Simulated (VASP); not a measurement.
# SnTe (Fm-3m) in VASP: notebook, part 2 of 2

VASP 6.6.1. Earlier steps stand in the parts before.

## (5) Relaxation of cell and atoms, LDA

This run uses another cell than the first one, of 30.36 Å³/atom, 0.971 times its volume.

Contents of INCAR:

```
SYSTEM = SnTe
  PREC = Accurate
  ENCUT = 600
  EDIFF = 1E-7
  ISMEAR = 0
  SIGMA = 0.03
  LREAL = .FALSE.
  LASPH = .TRUE.
  NELM = 80
  ALGO = Normal
  ISIF = 3
  LWAVE = .FALSE.
  LCHARG = .FALSE.
  GGA = CA
  IBRION = 2
  NSW = 90
  EDIFFG = -0.005
```

Contents of KPOINTS:

```
regular mesh
0
G
  10 10 10
  0 0 0
```

Contents of POSCAR:

```
SnTe                                    
1.0
   -0.0000000000      3.1195685553      3.1195685553
    3.1195685553      0.0000000000      3.1195685553
    3.1195685553      3.1195685553      0.0000000000
  Sn              Te            
     1     1
Direct
     0.0000000000000000    0.0000000000000000    0.0000000000000000
     0.5000000000000000    0.5000000000000000    0.5000000000000000
```

Potentials or basis: VASP PAW LDA potentials, release 64 (Sn_d, Te).

On the command line:

```sh
$ cat potpaw_LDA.64/Sn_d/POTCAR potpaw_LDA.64/Te/POTCAR > POTCAR
$ mpirun -np 1 vasp_std > vasp.out
```

OUTCAR:

```text
SYSTEM = SnTe
   PREC = Accurate
   ENCUT = 600
   EDIFF = 1E-7
   ISMEAR = 0
   LREAL = .FALSE.
   LASPH = .TRUE.
   NELM = 80
   ISIF = 3
   GGA = CA
   IBRION = 2
   NSW = 90
   EDIFFG = -0.005

 ion  position               nearest neighbor table
   1  0.000  0.000  0.000-   2 3.12   2 3.12   2 3.12   2 3.12   2 3.12   2 3.12
   2  0.500  0.500  0.500-   1 3.12   1 3.12   1 3.12   1 3.12   1 3.12   1 3.12

  LATTYP: Found a face centered cubic cell.
 ALAT       =     6.2391371106

  Lattice vectors:

 A1 = (   0.0000000000,   3.1195685553,   3.1195685553)
 A2 = (   3.1195685553,   0.0000000000,   3.1195685553)
 A3 = (   3.1195685553,   3.1195685553,   0.0000000000)

Analysis of symmetry for initial positions (statically):
=====================================================================
 Subroutine PRICEL returns:
 Original cell was already a primitive cell.

 Routine SETGRP: Setting up the symmetry group for a
 face centered cubic supercell.

 Subroutine GETGRP returns: Found 48 space group operations
[... 181 lines left out ...]
      6      -5.9239      2.00000
      7       2.4477      2.00000
      8       4.9156      2.00000
      9       4.9156      2.00000
     10       4.9156      2.00000
     11      10.4693      0.00000
     12      10.4693      0.00000
     13      10.4693      0.00000
     14      11.8440      0.00000
[... 377 lines left out ...]
      1     -14.7030      2.00000
      2     -14.6840      2.00000
      3     -14.6794      2.00000
      4     -14.6670      2.00000
      5     -14.6666      2.00000
      6      -4.6644      2.00000
      7       0.0990      2.00000
      8       3.0147      2.00000
      9       3.6046      2.00000
     10       3.8273      2.00000
     11       9.7290      0.00000
     12      11.0341      0.00000
     13      11.1203      0.00000
     14      11.5296      0.00000

 [... further k-points ...]

------------------------ aborting loop because EDIFF is reached ----------------------------------------

  FORCE on cell =-STRESS in cart. coord.  units (eV):
  Direction    XX          YY          ZZ          XY          YZ          ZX
  --------------------------------------------------------------------------------------
  -------------------------------------------------------------------------------------
  Total       -0.0096015     -0.0096015     -0.0096015      0.0000000     -0.0000000      0.0000000
  in kB       -0.2533578     -0.2533578     -0.2533578      0.0000000     -0.0000000      0.0000000
  external PRESSURE =      -0.2533578 kB  Pullay stress =       0.0000000 kB

 VOLUME and BASIS-vectors are now :
 -----------------------------------------------------------------------------
  energy-cutoff  :      600.00
  volume of cell :       60.72
      direct lattice vectors                 reciprocal lattice vectors
     0.000000000  3.119568555  3.119568555    -0.160278574  0.160278574  0.160278574
     3.119568555  0.000000000  3.119568555     0.160278574 -0.160278574  0.160278574
     3.119568555  3.119568555  0.000000000     0.160278574  0.160278574 -0.160278574

 POSITION                                       TOTAL-FORCE (eV/Angst)
 -----------------------------------------------------------------------------------
      0.00000      0.00000      0.00000        -0.000000      0.000000     -0.000000
      3.11957      3.11957      3.11957         0.000000     -0.000000      0.000000
 -----------------------------------------------------------------------------------
    total drift:                               -0.000000      0.000000      0.000000

  FREE ENERGIE OF THE ION-ELECTRON SYSTEM (eV)
  ---------------------------------------------------
  free  energy   TOTEN  =        -8.8324738856 eV

  energy  without entropy=       -8.8324738846  energy(sigma->0) =       -8.83247389

 reached required accuracy - stopping structural energy minimisation
```

OSZICAR:

```text
N       E                     dE             d eps       ncg     rms          rms(c)
DAV:   1     0.133598789797E+03    0.13360E+03   -0.10527E+04  1316   0.180E+03
DAV:   2     0.361586131993E+01   -0.12998E+03   -0.12773E+03  1388   0.408E+02
DAV:   3    -0.854598071346E+01   -0.12162E+02   -0.11700E+02  1700   0.105E+02
DAV:   4    -0.887712078951E+01   -0.33114E+00   -0.33100E+00  1510   0.194E+01
DAV:   5    -0.889003103615E+01   -0.12910E-01   -0.12910E-01  1908   0.366E+00    0.498E+00
DAV:   6    -0.883793526609E+01    0.52096E-01   -0.11141E-01  1802   0.277E+00    0.314E+00
DAV:   7    -0.883340743907E+01    0.45278E-02   -0.41091E-02  1656   0.127E+00    0.678E-01
DAV:   8    -0.883246011023E+01    0.94733E-03   -0.67644E-03  1574   0.769E-01    0.154E-01
DAV:   9    -0.883249052488E+01   -0.30415E-04   -0.54342E-04  1620   0.237E-01    0.543E-02
DAV:  10    -0.883247482027E+01    0.15705E-04   -0.51233E-05  1624   0.712E-02    0.265E-02
DAV:  11    -0.883247456528E+01    0.25499E-06   -0.28947E-05  1618   0.477E-02    0.160E-02
DAV:  12    -0.883247391385E+01    0.65143E-06   -0.33383E-06  1496   0.161E-02    0.100E-02
DAV:  13    -0.883247388561E+01    0.28241E-07   -0.26631E-07  1426   0.347E-03
   1 F= -.88324739E+01 E0= -.88324739E+01  d E =-.883247E+01
```

It took 36 s on 1 thread of Intel Xeon Platinum 8259CL at 2.50GHz (Skylake/Cascade Lake), shared host; peak memory 0.2 GiB.

Results:

```
Free energy             : -8.8325 eV
Pressure after relaxing : 0.0 GPa
Band gap on the k mesh  : 0.21 eV, direct
```

Final structure:
```yaml
crystal:
  lattice:
    - [0.00000, 3.11957, 3.11957]
    - [3.11957, 0.00000, 3.11957]
    - [3.11957, 3.11957, 0.00000]
  atoms:
    - { symbol: Sn, position: [0.00000, 0.00000, 0.00000] }
    - { symbol: Te, position: [0.50000, 0.50000, 0.50000] }
```

Levels at points of the mesh, in eV from the valence-band top:
```csv
k point,band 8,band 9,band 10,band 11,band 12,band 13
"(0.00, 0.00, 0.00)",-2.14,-2.14,-2.14,3.42,3.42,3.42
"(0.50, 0.00, 0.00)",-1.77,-1.77,0.00,0.21,0.36,0.36
"(0.50, 0.50, 0.00)",-5.71,-3.80,-3.80,2.13,5.07,5.07
```

Caveat: the relaxation stopped at its first step, so nothing moved; spin-orbit coupling is left out, which moves the levels of the heavy elements.
